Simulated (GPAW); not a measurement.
The system is CoO.

```
CELL_PARAMETERS angstrom
0.00000 2.13150 2.13150
2.13150 0.00000 2.13150
2.13150 2.13150 0.00000
ATOMIC_POSITIONS crystal
Co 0.00000 0.00000 0.00000
O 0.50000 0.50000 0.50000
```

Base run:

* Program: GPAW 26.7.0
* Functional: PBEsol
* Potentials or basis: PAW data sets generated in the run's folder for this functional
* Cutoff: 800 eV
* Basis: pw
* k mesh: 11 × 11 × 11
* Occupations: fermi-dirac, width 0.05 eV
* Spin: collinear spin, ferromagnetic start
* Starting moments: [2.0, 0.0] μB
* Hubbard terms: Co d U = 1 eV

Its results: pressure -9.1 GPa; net moment 3.00 μB per cell; site moments Co +2.61; O +0.23 μB.

Task: The run is repeated on the same cell with these changes: hubbard terms from Co d U = 1 eV to Co d U = 2 eV. What comes out?

Result: Pressure -8.5 GPa; net moment 3.00 μB per cell; site moments Co +2.64; O +0.22 μB.

Caveats: a cell with one magnetic atom can't hold antiferromagnetic order, which such compounds often take.
